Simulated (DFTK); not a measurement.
# CdTe (F-43m) in DFTK: further runs

The runs below take CdTe through band structure, with LDA, PBEsol.

All numbers are computed with DFTK 0.8.2; they aren't measurements. Logs are shortened: lines on timing, memory, paths and dates and some standing lists are left out, and cuts for length are marked.

**The experiment to reproduce.**

From a printed reference work, data compilation, for a bulk crystal of CdTe at 0 K: band gap 1.607 eV.

The results are compared with them further down.

## (1) Starting point

Symmetry: F-43m, No. 216, cubic system. Conventional cell: a = 6.410 Å, b = 6.410 Å, c = 6.410 Å, α = 90.00°, β = 90.00°, γ = 90.00°. Around Te (site symmetry -43m) lie 4 Cd at 2.78 Å. Cd (site symmetry -43m) is surrounded by 4 Te at 2.78 Å.

## (2) Band structure, LDA

File run.jl:

```julia
using DFTK
using PseudoPotentialData
using Unitful, UnitfulAtomic
using LinearAlgebra, Printf
include("save.jl")
disable_threading()

# lattice vectors are the columns
lattice = austrip(1u"Å") * [           0.0          3.205          3.205;
                    3.205            0.0          3.205;
                    3.205          3.205            0.0]
symbols   = [:Te, :Cd]
positions = [[0.75, 0.75, 0.75],
             [0.0, 0.0, 0.0]]
pseudopotentials = Dict(:Cd => "Cd.upf", :Te => "Te.upf")
elements = Dict(s => ElementPsp(s, pseudopotentials; rcut=10.0) for s in unique(symbols))
atoms    = [elements[s] for s in symbols]

build_model(lattice, positions; symmetries=true) =
    model_DFT(lattice, atoms, positions;
              functionals=LDA(),
              temperature=austrip(0.05u"eV"),
              smearing=Smearing.FermiDirac(),
              symmetries)
Ecut  = 45.0  # hartree
kgrid = [6, 6, 6]
tol   = 1e-6
to_GPa = ustrip(uconvert(u"GPa", 1u"hartree/bohr^3"))

model = build_model(lattice, positions)
basis = PlaneWaveBasis(model; Ecut, kgrid)
display(basis)
scfres = self_consistent_field(basis;
                               tol,
                               nbandsalg=AdaptiveBands(model; n_bands_converge=23))
display(scfres.energies)
@printf "Fermi level: %.6f eV\n" ustrip(auconvert(u"eV", something(scfres.εF, NaN)))
forces = compute_forces_cart(scfres)
println("Forces (eV/Å)")
for (s, f) in zip(symbols, forces)
    @printf "%-3s %12.6f %12.6f %12.6f\n" s ustrip.(auconvert.(u"eV/Å", f))...
end
stress = compute_stresses_cart(scfres)
println("Stress (GPa)")
display(round.(stress * to_GPa; digits=4))
println("Levels at the first k-point (eV): ", round.(ustrip.(auconvert.(u"eV", scfres.eigenvalues[1][1:scfres.n_bands_converge])); digits=4))
save_scf!(scfres; forces, stress)

points = Dict("G" => [0.0, 0.0, 0.0], "K" => [0.375, 0.375, 0.75], "L" => [0.5, 0.5, 0.5], "U" => [0.625, 0.25, 0.625], "W" => [0.5, 0.25, 0.75], "X" => [0.5, 0.0, 0.5])
segments = [("G", "X", 7), ("X", "W", 4), ("W", "K", 3), ("K", "G", 7), ("G", "L", 6), ("L", "U", 4), ("U", "W", 3), ("W", "L", 5), ("L", "K", 4), ("U", "X", 3)]
kcoords = vcat([[points[a] + t * (points[b] - points[a]) for t in range(0, 1, n)] for (a, b, n) in segments]...)
bands = compute_bands(scfres, ExplicitKpoints(kcoords); n_bands=25, tol=1e-5)
for (k, ε) in zip(bands.basis.kpoints, bands.eigenvalues)
    @printf "%d %8.4f %8.4f %8.4f " k.spin k.coordinate...
    println(join([@sprintf("%9.4f", e) for e in ustrip.(auconvert.(u"eV", ε .- scfres.εF))]))
end
results["band_energies"] = rows(bands.eigenvalues); results["band_kpoints"] = rows(kcoords)
```

Potentials or basis: SG15 1.2 (PBE).

Command:

```sh
$ julia --threads=1 run.jl  # save.jl only writes the numbers to a file and isn't shown; printed stress counts tension as positive; times include loading and compiling
```

Standard output:

```text
PlaneWaveBasis discretization:

    Ecut                 : 45.0 Ha
    fft_size             : (54, 54, 54), 157464 total points
    kgrid                : MonkhorstPack([6, 6, 6])
    num.   red. kpoints  : 216
    num. irred. kpoints  : 22

    Discretized Model(lda_x+lda_c_pw, 3D):
        lattice (in Bohr)    : [0         , 6.05657   , 6.05657   ]
                               [6.05657   , 0         , 6.05657   ]
                               [6.05657   , 6.05657   , 0         ]
        unit cell volume     : 444.34 Bohr³

        atoms                : CdTe
        atom potentials      : ElementPsp(:Te, "Te.upf")
                               ElementPsp(:Cd, "Cd.upf")

        num. electrons       : 36
        spin polarization    : none
        temperature          : 0.0018375 Ha
        smearing             : DFTK.Smearing.FermiDirac()

        terms                : Kinetic()
                               AtomicLocal()
                               AtomicNonlocal()
                               Ewald(nothing)
                               PspCorrection()
                               Hartree()
                               Xc(lda_x, lda_c_pw)
                               Entropy()
n     Energy            log10(ΔE)   log10(Δρ)   Diag   Δtime
---   ---------------   ---------   ---------   ----   ------
  1   -242.5230281945                   -0.97    5.2    27.9s
  2   -242.5420117554       -1.72       -1.60    1.2    13.8s
  3   -242.5428385157       -3.08       -2.01    2.6    19.3s
  4   -242.5428662004       -4.56       -2.59    1.1    10.2s
  5   -242.5428718595       -5.25       -3.19    2.3    13.3s
  6   -242.5428721827       -6.49       -3.46    2.3    15.7s
  7   -242.5428722928       -6.96       -4.40    1.5    11.9s
  8   -242.5428722960       -8.49       -4.54    3.0    17.7s
  9   -242.5428722969       -9.03       -5.19    1.1    14.3s
 10   -242.5428722970      -10.29       -6.13    2.5    15.3s
Energy breakdown (in Ha):
    Kinetic             91.1631575
    AtomicLocal         -210.9584193
    AtomicNonlocal      -38.9776254
    Ewald               -145.3342092
    PspCorrection       7.2430952
    Hartree             77.1017412
    Xc                  -22.7806116
    Entropy             -0.0000007

    total               -242.542872296984
Fermi level: 3.616422 eV
Forces (eV/Å)
Te      0.000000     0.000000     0.000000
Cd     -0.000000    -0.000000    -0.000000
Stress (GPa)
3×3 StaticArraysCore.SMatrix{3, 3, Float64, 9} with indices SOneTo(3)×SOneTo(3):
  0.713  0.0    0.0
 -0.0    0.713  0.0
  0.0    0.0    0.713
Levels at the first k-point (eV): [-98.9402, -59.8317, -59.8317, -59.8317, -32.4408, -32.4408, -32.4408, -32.4287, -32.4287, -8.1861, -4.9484, -4.9484, -4.9484, -4.6354, -4.6354, 3.2608, 3.2608, 3.2608, 3.9153, 7.7253, 7.7253, 7.7253, 10.6029]
1   0.0000   0.0000   0.0000 -102.5566 -63.4481 -63.4481 -63.4481 -36.0572 -36.0572 -36.0572 -36.0451 -36.0451 -11.8025  -8.5649  -8.5649  -8.5649  -8.2518  -8.2518  -0.3556  -0.3556  -0.3556   0.2989   4.1088   4.1088   4.1088   6.9865   9.2216   9.2216
1   0.0833   0.0000   0.0833 -102.5566 -63.4481 -63.4481 -63.4481 -36.0573 -36.0572 -36.0572 -36.0451 -36.0451 -11.7624  -8.5532  -8.5532  -8.5466  -8.2558  -8.2494  -1.1734  -0.5560  -0.5560   1.1340   3.7712   4.3948   4.3948   7.4859   8.0323   9.2824
1   0.1667   0.0000   0.1667 -102.5566 -63.4481 -63.4481 -63.4481 -36.0574 -36.0571 -36.0571 -36.0452 -36.0450 -11.6519  -8.5204  -8.5204  -8.4887  -8.2629  -8.2428  -2.1943  -1.0223  -1.0223   2.1123   3.1706   5.1199   5.1199   6.7888   8.8163   9.4628
1   0.2500   0.0000   0.2500 -102.5566 -63.4481 -63.4481 -63.4481 -36.0576 -36.0569 -36.0569 -36.0452 -36.0449 -11.4998  -8.4732  -8.4732  -8.4052  -8.2389  -8.2338  -3.1590  -1.5439  -1.5439   2.4986   2.8223   6.0820   6.0820   6.4097   9.7548  10.3069
1   0.3333   0.0000   0.3333 -102.5566 -63.4482 -63.4481 -63.4481 -36.0578 -36.0567 -36.0567 -36.0452 -36.0447 -11.3483  -8.4227  -8.4227  -8.3769  -8.2247  -8.0893  -4.0171  -1.9878  -1.9878   2.2085   2.6828   6.9854   7.1579   7.1579  10.1317  11.6714
1   0.4167   0.0000   0.4167 -102.5566 -63.4482 -63.4481 -63.4481 -36.0579 -36.0566 -36.0566 -36.0453 -36.0446 -11.2392  -8.3840  -8.3835  -8.3835  -8.2181  -7.8714  -4.6681  -2.2808  -2.2808   2.0535   2.3720   7.9486   8.2284   8.2284  10.5120  12.1049
[... 38 lines left out ...]
1   0.5625   0.1250   0.5625 -102.5566 -63.4482 -63.4481 -63.4481 -36.0578 -36.0566 -36.0565 -36.0452 -36.0446 -11.2012  -8.4071  -8.3765  -8.3474  -8.2218  -7.7316  -4.9007  -2.6924  -2.2929   2.1894   2.7687   7.7257   8.1606   8.5643  10.4214  11.4792
1   0.5000   0.0000   0.5000 -102.5566 -63.4482 -63.4481 -63.4481 -36.0580 -36.0565 -36.0565 -36.0453 -36.0446 -11.1999  -8.3887  -8.3686  -8.3686  -8.2157  -7.7594  -4.9279  -2.3828  -2.3828   2.0484   2.1976   8.4790   8.8305   8.8305  10.6948  11.4462
```

It took 7.9 min on 1 thread of AMD EPYC (Zen 3), shared host; peak memory 2.5 GiB.

What came out:

```
Free energy             : -6599.9278 eV
Pressure                : -0.7 GPa
Band gap on the k mesh  : 0.65 eV, direct
Band gap along the path : 0.65 eV, direct
```

Levels at the corners of the path, in eV from the valence-band top:
```csv
point,band 16,band 17,band 18,band 19,band 20,band 21
Γ,0.00,0.00,0.00,0.65,4.46,4.46
X,-4.57,-2.03,-2.03,2.40,2.55,8.83
W,-4.46,-2.50,-2.41,4.26,4.58,5.48
K,-4.48,-2.76,-1.68,2.75,4.46,7.29
Γ,0.00,0.00,0.00,0.65,4.46,4.46
L,-4.72,-0.85,-0.85,1.69,5.10,5.10
U,-4.48,-2.76,-1.68,2.75,4.46,7.29
W,-4.46,-2.50,-2.41,4.26,4.58,5.48
L,-4.72,-0.85,-0.85,1.69,5.10,5.10
K,-4.48,-2.76,-1.68,2.75,4.46,7.29
U,-4.48,-2.76,-1.68,2.75,4.46,7.29
X,-4.57,-2.03,-2.03,2.40,2.55,8.83
```

Caveat: the potentials were made for another functional, which shifts forces and pressure; spin-orbit coupling is left out, which moves the levels of the heavy elements.

## (3) Band structure, PBEsol

Edit run.jl of step 2 so:

```diff
@@ -20,3 +20,3 @@
     model_DFT(lattice, atoms, positions;
-              functionals=LDA(),
+              functionals=PBEsol(),
               temperature=austrip(0.05u"eV"),
```

Potentials or basis: SG15 1.2 (PBE).

Command:

```sh
$ julia --threads=1 run.jl  # save.jl only writes the numbers to a file and isn't shown; printed stress counts tension as positive; times include loading and compiling
```

Standard output:

```text
PlaneWaveBasis discretization:

    Ecut                 : 45.0 Ha
    fft_size             : (54, 54, 54), 157464 total points
    kgrid                : MonkhorstPack([6, 6, 6])
    num.   red. kpoints  : 216
    num. irred. kpoints  : 22

    Discretized Model(gga_x_pbe_sol+gga_c_pbe_sol, 3D):
        lattice (in Bohr)    : [0         , 6.05657   , 6.05657   ]
                               [6.05657   , 0         , 6.05657   ]
                               [6.05657   , 6.05657   , 0         ]
        unit cell volume     : 444.34 Bohr³

        atoms                : CdTe
        atom potentials      : ElementPsp(:Te, "Te.upf")
                               ElementPsp(:Cd, "Cd.upf")

        num. electrons       : 36
        spin polarization    : none
        temperature          : 0.0018375 Ha
        smearing             : DFTK.Smearing.FermiDirac()

        terms                : Kinetic()
                               AtomicLocal()
                               AtomicNonlocal()
                               Ewald(nothing)
                               PspCorrection()
                               Hartree()
                               Xc(gga_x_pbe_sol, gga_c_pbe_sol)
                               Entropy()
n     Energy            log10(ΔE)   log10(Δρ)   Diag   Δtime
---   ---------------   ---------   ---------   ----   ------
  1   -242.5967639478                   -1.03    5.2    33.3s
  2   -242.6127379164       -1.80       -1.62    1.0    15.9s
  3   -242.6134962773       -3.12       -2.00    2.7    11.9s
  4   -242.6135240323       -4.56       -2.47    1.1    10.5s
  5   -242.6135325219       -5.07       -3.09    1.7    12.7s
  6   -242.6135331258       -6.22       -3.28    2.6    13.6s
  7   -242.6135333638       -6.62       -4.18    1.0    12.3s
  8   -242.6135333736       -8.01       -4.35    3.1    13.2s
  9   -242.6135333760       -8.62       -4.82    1.0    10.8s
 10   -242.6135333762       -9.59       -5.51    2.1    12.0s
 11   -242.6135333762      -10.95       -6.51    2.5    16.4s
Energy breakdown (in Ha):
    Kinetic             91.3654990
    AtomicLocal         -211.1843401
    AtomicNonlocal      -39.0850811
    Ewald               -145.3342092
    PspCorrection       7.2430952
    Hartree             77.2590332
    Xc                  -22.8775301
    Entropy             -0.0000002

    total               -242.613533376230
Fermi level: 3.866956 eV
Forces (eV/Å)
Te      0.000000     0.000000     0.000000
Cd     -0.000000     0.000000     0.000000
Stress (GPa)
3×3 StaticArraysCore.SMatrix{3, 3, Float64, 9} with indices SOneTo(3)×SOneTo(3):
 -1.6318   0.0      0.0
  0.0     -1.6318  -0.0
  0.0     -0.0     -1.6318
Levels at the first k-point (eV): [-98.77, -59.7202, -59.7202, -59.7202, -32.4619, -32.4619, -32.4619, -32.4507, -32.4507, -7.9538, -4.8475, -4.8475, -4.8475, -4.5447, -4.5447, 3.4467, 3.4467, 3.4467, 4.2303, 7.9868, 7.9868, 7.9868, 10.8616]
1   0.0000   0.0000   0.0000 -102.6370 -63.5872 -63.5872 -63.5872 -36.3289 -36.3289 -36.3289 -36.3176 -36.3176 -11.8207  -8.7144  -8.7144  -8.7144  -8.4117  -8.4117  -0.4203  -0.4203  -0.4203   0.3634   4.1199   4.1199   4.1199   6.9946   9.1043   9.1043
1   0.0833   0.0000   0.0833 -102.6370 -63.5872 -63.5872 -63.5872 -36.3289 -36.3288 -36.3288 -36.3176 -36.3176 -11.7813  -8.7031  -8.7031  -8.6951  -8.4156  -8.4093  -1.1981  -0.6173  -0.6173   1.1608   3.7788   4.4036   4.4036   7.4917   7.9510   9.1655
1   0.1667   0.0000   0.1667 -102.6370 -63.5872 -63.5872 -63.5872 -36.3290 -36.3287 -36.3287 -36.3176 -36.3175 -11.6731  -8.6714  -8.6714  -8.6344  -8.4220  -8.4029  -2.2128  -1.0772  -1.0772   2.1368   3.1722   5.1259   5.1259   6.7114   8.8270   9.3473
1   0.2500   0.0000   0.2500 -102.6370 -63.5872 -63.5872 -63.5872 -36.3292 -36.3285 -36.3285 -36.3177 -36.3173 -11.5250  -8.6257  -8.6257  -8.5505  -8.3941  -8.3933  -3.1748  -1.5930  -1.5930   2.5027   2.8270   6.0881   6.0881   6.3476   9.6412  10.3258
1   0.3333   0.0000   0.3333 -102.6370 -63.5873 -63.5872 -63.5872 -36.3294 -36.3283 -36.3283 -36.3177 -36.3172 -11.3786  -8.5770  -8.5770  -8.5277  -8.3853  -8.2337  -4.0292  -2.0325  -2.0325   2.1972   2.6728   6.9562   7.1687   7.1687  10.0202  11.6961
1   0.4167   0.0000   0.4167 -102.6370 -63.5873 -63.5872 -63.5872 -36.3295 -36.3282 -36.3282 -36.3177 -36.3171 -11.2741  -8.5393  -8.5393  -8.5362  -8.3789  -8.0134  -4.6745  -2.3226  -2.3226   2.0326   2.3540   7.9452   8.2528   8.2528  10.4021  12.1193
[... 38 lines left out ...]
1   0.5625   0.1250   0.5625 -102.6370 -63.5873 -63.5872 -63.5872 -36.3295 -36.3282 -36.3282 -36.3177 -36.3171 -11.2380  -8.5603  -8.5325  -8.5032  -8.3824  -7.8758  -4.9007  -2.7343  -2.3344   2.1666   2.7502   7.7344   8.1698   8.5795  10.3497  11.4622
1   0.5000   0.0000   0.5000 -102.6370 -63.5873 -63.5872 -63.5872 -36.3296 -36.3282 -36.3282 -36.3178 -36.3171 -11.2367  -8.5410  -8.5250  -8.5250  -8.3765  -7.9025  -4.9303  -2.4236  -2.4236   2.0185   2.1834   8.4882   8.8745   8.8745  10.5854  11.3738
```

It took 7.9 min on 1 thread of AMD EPYC (Zen 3), shared host; peak memory 2.3 GiB.

Results:

```
Free energy             : -6601.8506 eV
Pressure                : 1.6 GPa
Band gap on the k mesh  : 0.78 eV, direct
Band gap along the path : 0.78 eV, direct
```

Levels at the corners of the path, in eV from the valence-band top:
```
point  band 15  band 16  band 17  band 18  band 19  band 20  band 21  band 22
    Γ    -7.99     0.00     0.00     0.00     0.78     4.54     4.54     4.54
    X    -7.48    -4.51    -2.00    -2.00     2.44     2.60     8.91     9.29
    W    -7.38    -4.39    -2.48    -2.38     4.34     4.59     5.55     6.21
    K    -7.43    -4.41    -2.74    -1.66     2.80     4.51     7.35     7.52
    Γ    -7.99     0.00     0.00     0.00     0.78     4.54     4.54     4.54
    L    -7.63    -4.67    -0.84    -0.84     1.78     5.14     5.14     6.97
    U    -7.43    -4.41    -2.74    -1.66     2.80     4.51     7.35     7.52
    W    -7.38    -4.39    -2.48    -2.38     4.34     4.59     5.55     6.21
    L    -7.63    -4.67    -0.84    -0.84     1.78     5.14     5.14     6.97
    K    -7.43    -4.41    -2.74    -1.66     2.80     4.51     7.35     7.52
    U    -7.43    -4.41    -2.74    -1.66     2.80     4.51     7.35     7.52
    X    -7.48    -4.51    -2.00    -2.00     2.44     2.60     8.91     9.29
```

Caveat: the potentials were made for another functional, which shifts forces and pressure; spin-orbit coupling is left out, which moves the levels of the heavy elements.

## (4) How close it comes

Step 2. Measured gap of CdTe: 1.607 eV (0 K; a printed reference work, data compilation). This calculation gives 0.65 eV (-0.95 eV). Spin-orbit coupling on Cd, Te is left out. The value is that of LDA, without temperature or zero-point motion. Semilocal functionals fall short of measured gaps as a rule.

Step 3. Against the measured gap of CdTe, 1.607 eV (0 K; a printed reference work, data compilation), the calculated 0.78 eV is off by -0.82 eV. Spin-orbit coupling on Cd, Te is left out. The value is that of PBEsol, without temperature or zero-point motion. Semilocal functionals fall short of measured gaps as a rule.
